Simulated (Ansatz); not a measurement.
# CoO (Fm-3m) in Ansatz: further runs, part 2 of 2

Ansatz 0.2.0.

### Step 4. Band structure, PBE, collinear spin, ferromagnetic start

input.yaml

```yaml
crystal:
  lattice:
    - [0.0, 2.1315, 2.1315]
    - [2.1315, 0.0, 2.1315]
    - [2.1315, 2.1315, 0.0]
  atoms:
    - { symbol: Co, position: [0.0, 0.0, 0.0], spin: 2.0 }
    - { symbol: O, position: [0.5, 0.5, 0.5] }
kpoints:
  mp_grid: { grid: [11, 11, 11] }
  band_path:
    path:
      - [0.0, 0.0, 0.0]
      - [0.5, 0.0, 0.5]
      - [0.5, 0.25, 0.75]
      - [0.375, 0.375, 0.75]
      - [0.0, 0.0, 0.0]
      - [0.5, 0.5, 0.5]
      - [0.625, 0.25, 0.625]
      - [0.5, 0.25, 0.75]
    npoints: 12
scf:
  occupations: { method: fermi_dirac, width: 0.05 }
hamiltonian:
  xc: pbe
  pseudopotentials: { kind: all_electron, lapw: { basis_error: 0.001 } }
magnetization:
  spin_polarized: true
output:
  forces: true
  stress: true
  eigenvalues: true
```

Potentials or basis: all-electron LAPW, scalar-relativistic.

Started as:

```console
$ ansatz run input.yaml --threads 2 --pin off --max-ram 6144MiB --backend cpu --events-out ev --progress --plain --runs-dir out
```

Output:

```text
Warning: RAYON_NUM_THREADS=2 ignored (pool sized by the plan → 2); use --threads N
LAPW: plane waves up to 9.717 Å⁻¹, error target 1.0e-3 eV per atom; small_component_spin mean_spin; O in spheres of 0.967 Å, 8 of its electrons in bands, Dirac shells []; Co in spheres of 1.165 Å, 17 of its electrons in bands, Dirac shells [] (how accurate: hamiltonian.pseudopotentials.lapw.basis_error, Limitations)
Engine: ansatz 0.2.0, aarch64-unknown-linux-gnu
Pseudopotentials: kind: all_electron
Pseudopotential: Co, LAPW, valence charge 17, lapw/all_electron/scalar/gaussian/Co, Koelling and Harmon's equation, gaussian nucleus
Pseudopotential: O, LAPW, valence charge 8, lapw/all_electron/scalar/gaussian/O, Koelling and Harmon's equation, gaussian nucleus
Functional definition: PBE
  parameter kappa = 0.804
  parameter beta = 0.06672455060314922
  exchange = pbe_x(kappa = kappa, mu = beta*pi^2/3)
  correlation = pbe_c(beta = beta)
Crystal: 2 atoms, lattice volume = 19.368 Å³
Basis set: ecut = 359.7176942531124 eV, 307 PW (Γ), exchange–correlation at level 2
Bands: 18, of which v1, the nominal top of the filled ones, is band 13 counted from 1 (12 counted from 0)
Symmetry: 48 space group operations
Space group: Fm-3m (ITA 225), of the structure as read, at distance tolerance 2.7e-5 Å
Magnetic group: BNS 225.116 (UNI 1618), of the structure as read, at distance tolerance 2.7e-5 Å
k-points: 56 of 1331
Non-local potential: Co, projectors of the file, none
Non-local potential: O, projectors of the file, none
Initial density: superposition of atomic densities (chi_scale 0.1, normalization cell, long waves kept (reshape's long-wave potential 0.00 eV rms))
Starting moments: Σ|m| = 2 μB on 1 of 2 sites
Initial wavefunctions: plane waves of lowest kinetic energy (no species holds an atomic orbital)
Functional: x = pbe(κ = 0.804, μ = 0.2195149727645171), c = pbe(β = 0.06672455060314922)
iter 1 solved again at ethr=6.58e-3 eV; its pass at ethr=1.00e-1 eV (dr2=1.64e0 eV) is discarded
SCF iter   1: F=—  HF=-39965.334297 eV  |F-HF|=—  |Δ(HF+E_count)|=         —  Δρ=6.12e-2 (↑5.65e-2 ↓6.12e-2)  dr2=1.64e0  dr2_m=2.71e-1  M=3.000 μB ∫|m|=3.002 μB  β_m=0.30  ethr=6.58e-3  ⟨swp⟩=2.0  Hψ=13188  notcnv=0
Mixer restart at iter 1: flushing history
preconditioner: auto → none  [metal: Δε(μ)=0.008 eV  Ē_g=14.098 eV  σ=0.050 eV  W_gap=0.04  n_scr=8 (ndim 8)  ℏωp=32.7 eV  f_vac=0.000  D(μ)=4.29/eV (n_scr^D=64)  sad-step TF]
SCF iter   2: F=—  HF=-39964.523065 eV  |F-HF|=—  |Δ(HF+E_count)|=   8.11e-1  Δρ=3.47e-2 (↑3.47e-2 ↓3.04e-2)  dr2=3.61e-1  dr2_m=1.17e-1  M=2.993 μB ∫|m|=2.995 μB  β_m=0.46  ethr=6.57e-3  ⟨swp⟩=2.0  Hψ=5936  notcnv=0
SCF iter   3: F=—  HF=-39964.571006 eV  |F-HF|=—  |Δ(HF+E_count)|=   4.79e-2  Δρ=2.02e-2 (↑1.82e-2 ↓2.02e-2)  dr2=2.60e-1  dr2_m=1.65e-2  M=3.000 μB ∫|m|=3.008 μB  β_m=0.48  ethr=1.44e-3  ⟨swp⟩=2.0  Hψ=6048  notcnv=0
iter 4 solved again at ethr=1.74e-5 eV; its pass at ethr=1.04e-3 eV (dr2=4.36e-3 eV) is discarded
SCF iter   4: F=—  HF=-39964.505745 eV  |F-HF|=—  |Δ(HF+E_count)|=         —  Δρ=6.36e-3 (↑3.56e-3 ↓6.36e-3)  dr2=4.36e-3  dr2_m=3.11e-3  M=2.911 μB ∫|m|=2.923 μB  β_m=0.48  ethr=1.74e-5  ⟨swp⟩=2.0  Hψ=9879  notcnv=0
Mixer restart at iter 4: flushing history
the basis was enlarged: its passes take 1.4 MiB over the memory plan, 2 of 2 planned eigensolver slots
SCF iter   5: F=—  HF=-39964.513153 eV  |F-HF|=—  |Δ(HF+E_count)|=   7.41e-3  Δρ=3.90e-3 (↑3.90e-3 ↓2.99e-3)  dr2=1.09e-2  dr2_m=1.82e-4  M=2.964 μB ∫|m|=2.977 μB  β_m=0.42  ethr=1.74e-5  ⟨swp⟩=3.0  Hψ=6658  notcnv=0
SCF iter   6: F=—  HF=-39964.505515 eV  |F-HF|=—  |Δ(HF+E_count)|=   7.64e-3  Δρ=1.69e-3 (↑1.69e-3 ↓1.69e-3)  dr2=4.25e-4  dr2_m=3.72e-4  M=2.932 μB ∫|m|=2.946 μB  β_m=0.58  ethr=1.74e-5  ⟨swp⟩=2.7  Hψ=5696  notcnv=0
SCF iter   7: F=—  HF=-39964.507207 eV  |F-HF|=—  |Δ(HF+E_count)|=   1.69e-3  Δρ=6.04e-4 (↑5.24e-4 ↓6.04e-4)  dr2=4.21e-5  dr2_m=4.43e-5  M=2.928 μB ∫|m|=2.943 μB  β_m=0.70  ethr=1.70e-6  ⟨swp⟩=2.5  Hψ=5625  notcnv=0
SCF iter   8: F=—  HF=-39964.507307 eV  |F-HF|=—  |Δ(HF+E_count)|=   1.00e-4  Δρ=2.65e-4 (↑1.71e-4 ↓2.65e-4)  dr2=1.40e-5  dr2_m=5.31e-6  M=2.925 μB ∫|m|=2.940 μB  β_m=0.65  ethr=1.69e-7  ⟨swp⟩=2.7  Hψ=5639  notcnv=0
SCF iter   9: F=—  HF=-39964.507306 eV  |F-HF|=—  |Δ(HF+E_count)|=   1.29e-6  Δρ=1.52e-5 (↑1.52e-5 ↓1.15e-5)  dr2=6.53e-8  dr2_m=5.53e-9  M=2.925 μB ∫|m|=2.940 μB  β_m=0.68  ethr=5.58e-8  ⟨swp⟩=2.8  Hψ=5715  notcnv=0
SCF iter  10: F=—  HF=-39964.507306 eV  |F-HF|=—  |Δ(HF+E_count)|=   3.11e-7  Δρ=6.90e-6 (↑6.33e-6 ↓6.90e-6)  dr2=4.65e-9  dr2_m=6.66e-9  M=2.926 μB ∫|m|=2.941 μB  β_m=0.84  ethr=2.61e-10  ⟨swp⟩=3.0  Hψ=6071  notcnv=0
SCF iter  11: F=-39964.507306 eV  HF=-39964.507306 eV  |F-HF|=1.22e-8  |Δ(HF+E_count)|=   1.37e-8  Δρ=2.66e-6 (↑2.40e-6 ↓2.66e-6)  dr2=3.42e-9  dr2_m=4.06e-10  M=2.926 μB ∫|m|=2.941 μB  ethr=1.86e-11  ⟨swp⟩=2.7  Hψ=5646  notcnv=0
SCF 1 converged in 11 iterations: F = -39964.507306 eV  dr2 = 3.42e-9
NSCF: frozen V_eff on 85 k-points
SCF converged after 11 iterations
Magnetization: 2.9255 μB (13.9628 up, 11.0372 down)
Absolute magnetization: 2.9406 μB (∫|ρ↑−ρ↓|)
Spin contamination: 0.0080 ħ² per cell (⟨S²⟩ above its minimum at these occupations)
Per-site moments (μB) at R_I (Å): [(2.5896746951915475, 1.1645143403757252), (0.3169911648886812, 0.9669856278624493)]
Free energy (F): -39964.507306 eV
Harris-Foulkes:  -39964.507306 eV  (|F-HF|=1.22e-8)
Internal energy: -39964.473224 eV  (E = F + TS)
E sigma→0 (E₀):  -39964.490265 eV
Entropy (-TS):   -0.034082 eV (-17.041 meV/atom)
Fermi energy:    14.085513 eV
--- Per-component energies (eV) ---
  E_band       = -1285.434977
  E_kinetic    = 40524.408543
  E_xc         = -1857.513014
  E_electrostatic = -78631.368753  (all electrons and nuclei)
  E_smearing   = -0.034082  (= −TS)
  E_closure    = 0.000000  (closes the sum)
  E_atoms      = -39950.192766  (free atoms, spherical and without spin; not in F)
  Σ components = -39964.507306   (vs F -39964.507306, Δ=0.00e0)
  Basis errors (estimates in eV, not in F): energy 3.7e-4 per atom: plane waves 3.3e-4 (1.8e-4 summed), levels above the bands 1.0e-136, relativity 4.6e-8, radial functions 3.9e-5, core shells 7.0e-9; eigenvalues (radial functions only) 1.3e-5; not estimated: angular momenta, meshes, grids; target (lapw.basis_error) 1.0e-3; muffin-tin radii O 0.967 Å, Co 1.165 Å
--- Forces (eV/Å), atoms counted from 1 ---
  atom   1  Co    -0.00000000    -0.00000000     0.00000000
  atom   2  O      0.00000000    -0.00000000    -0.00000000
  max |Σ_I F_I| component: 1.64e-30 eV/Å
--- Stress (GPa, compression-positive) ---
       -1.923737       0.000000       0.000000
        0.000000      -1.923737      -0.000000
        0.000000      -0.000000      -1.923737
  P = ⅓ Tr σ = -1.9237 GPa (-19.237 kbar)
--- Band table (eV; the first three rows and the last of 112) ---
  k-point 0 ↑: bands = ["-492.6250", "-82.7974", "-46.0522", "-46.0522", "-46.0522", "-6.1256", "10.7895", "10.7895", "10.9363", "10.9363", "10.9363", "11.0173", "11.0173", "11.0173", "14.9999", "30.8184", "32.0872", "32.0872"]
  k-point 1 ↑: bands = ["-492.6250", "-82.7971", "-46.0551", "-46.0526", "-46.0526", "-6.0403", "10.0441", "10.0441", "10.0675", "11.0458", "11.0458", "11.3518", "11.7416", "11.7416", "15.5843", "29.1870", "31.7923", "31.7923"]
  k-point 2 ↑: bands = ["-492.6250", "-82.7964", "-46.0630", "-46.0537", "-46.0537", "-5.8026", "8.7981", "9.3120", "9.3120", "11.1980", "11.1980", "11.5629", "12.5648", "12.5648", "16.7848", "27.0061", "30.6917", "30.6917"]
  k-point 55 ↓: bands = ["-492.3560", "-79.7199", "-43.0822", "-43.0801", "-43.0685", "-4.2115", "8.3490", "8.4091", "9.2312", "13.5703", "13.8217", "14.2232", "15.0878", "15.8038", "22.9873", "24.3441", "24.4480", "27.7184"]
```

bands.tsv:

```text
[... 98 lines left out ...]
6.995316	-506.710496	-96.878272	-60.161602	-60.161602	-60.151968	-18.861400	-6.164890	-6.164890	-6.067326	-2.571748	-2.282777	-2.282777	-2.060896	-1.381370	8.000797	9.932079	9.932079	12.621246	-506.441521	-93.805405	-57.166422	-57.166422	-57.155025	-18.290655	-5.619124	-5.619124	-5.024463	-0.383054	-0.383054	0.133849	0.949914	1.675511	8.914173	10.450442	10.450442	13.248381
```

It took 15 s on 2 threads of Arm Neoverse V2, shared host; peak memory 0.42 GiB.

Results:

```
Free energy             : -39964.5073 eV
Pressure                : -1.9 GPa
Band gap along the path : none (metal or under the smearing width)
Net moment              : 2.93 μB per cell
Absolute moment         : 2.94 μB per cell
Site moments            : Co +2.59; O +0.32 μB
```

Levels at the corners of the path, in eV from the Fermi level:
Spin up:
```csv
point,band 12,band 13,band 14,band 15,band 16,band 17
Γ,-3.07,-3.07,-3.07,0.91,16.73,18.00
X,-2.45,-2.06,-2.06,5.77,9.74,11.60
W,-2.28,-2.06,-1.38,8.00,9.93,9.93
K,-2.07,-1.93,-1.32,7.34,9.62,9.73
Γ,-3.07,-3.07,-3.07,0.91,16.73,18.00
L,-1.80,0.08,0.08,4.99,9.26,13.34
U,-2.07,-1.93,-1.32,7.34,9.62,9.73
W,-2.28,-2.06,-1.38,8.00,9.93,9.93
```
Spin down:
```
point  band 9  band 10  band 11  band 12  band 13  band 14
    Γ   -2.60    -1.10    -1.10    -1.10     0.13     0.13
    X   -3.85    -2.23     0.13     0.13     0.60     1.05
    W   -5.02    -0.38    -0.38     0.13     0.95     1.68
    K   -4.30    -1.01    -0.02     0.15     1.19     1.66
    Γ   -2.60    -1.10    -1.10    -1.10     0.13     0.13
    L   -4.63    -0.12    -0.12     0.18     2.75     2.75
    U   -4.30    -1.01    -0.02     0.15     1.19     1.66
    W   -5.02    -0.38    -0.38     0.13     0.95     1.68
```

Caveat: a cell with one magnetic atom can't hold antiferromagnetic order, which such compounds often take; semilocal functionals often make such compounds metallic where correlation or magnetic order opens a gap, which also shifts bond lengths.

### Step 5. Overview

```csv
level,cutoff (eV),pressure (GPa),moment (μB)
PBEsol,360,-10.8,2.96
LDA,359,-19.3,2.88
PBE,360,-1.9,2.93
```

Alike in all rows: task band structure; potentials or basis all-electron LAPW, scalar-relativistic; spin collinear, ferromagnetic start; cell as given; k mesh 11 × 11 × 11; smearing fermi-dirac 0.05 eV; basis error allowed 0.001 eV/atom.

The pressure there spans -19.3 GPa (LDA) to -1.9 GPa (PBE); a positive pressure means that this level wants a larger cell, a negative one a smaller.

Caveats: a cell with one magnetic atom can't hold antiferromagnetic order, which such compounds often take; semilocal functionals often make such compounds metallic where correlation or magnetic order opens a gap, which also shifts bond lengths.

Compare energies only between runs with the same functional and basis.
